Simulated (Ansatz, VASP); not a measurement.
**TiAl in VASP and in Ansatz**

INCAR

```
  PREC = Accurate
  ENCUT = 520
  EDIFF = 1E-6
  ISMEAR = 0
  SIGMA = 0.15
  LREAL = False
  LASPH = True
  NELM = 100
  ALGO = Fast
  ISIF = 2
  LWAVE = False
  LCHARG = False
  GGA = PS
  NBANDS = 14
```

File KPOINTS:

```
regular mesh
0
Gamma
  14 14 14
```

File POSCAR:

```
TiAl
1.0
    2.8091745961      0.0000000000      0.0000000000
    0.0000000000      2.9250135935      0.0000000000
    0.0000000000      0.0000000000      3.1563759507
Ti Al
1 1
Direct
    0.0000000000      0.0000000000      0.0000000000
    0.5000000000      0.5000000000      0.5000000000
```

Input for Ansatz:

```yaml
crystal:
  lattice:
    - [2.809174596, 0.0, 0.0]
    - [0.0, 2.9250135934, 0.0]
    - [0.0, 0.0, 3.1563759506]
  atoms:
    - { symbol: Ti, position: [0.0, 0.0, 0.0] }
    - { symbol: Al, position: [0.5, 0.5, 0.5] }
basis:
  ecutwfc: 520.0
kpoints:
  mp_grid: { grid: [14, 14, 14] }
hamiltonian:
  xc: pbesol
scf:
  occupations: { method: gaussian, width: 0.15 }
output:
  forces: true
  stress: true
  eigenvalues: true
```

Change from the starting cell: normal strain along x -0.1100, normal strain along y -0.0733.

Alike in both runs: task single point; functional PBEsol; k mesh 14 × 14 × 14; occupations gaussian, width 0.15 eV; no spin polarisation.

|  | VASP | Ansatz |
| --- | --- | --- |
| version | VASP 6.6.1 | Ansatz 0.2.0 |
| potentials or method | VASP PAW PBE potentials, release 64 (Ti_sv, Al) | scalar-relativistic, plane waves, PAW |
| plane-wave cutoff (eV) | 520 | 520 |
| valence electrons in the cell | 15 | 15 |

```csv
,VASP,Ansatz,Ansatz less VASP
gap on the k mesh at the Fermi level (eV),none,none,-
pressure (GPa),33.4,33.5,+0.04
largest component of the traceless stress (GPa),5.00,5.00,+0.003
```

A gap of «none» marks a metal or a gap that the smearing closes.

Caveats: so large a pressure means that the cell lies far from this level's equilibrium, or that cutoff or potentials fall short (VASP); the potentials were made for another functional, which shifts forces and pressure (VASP).
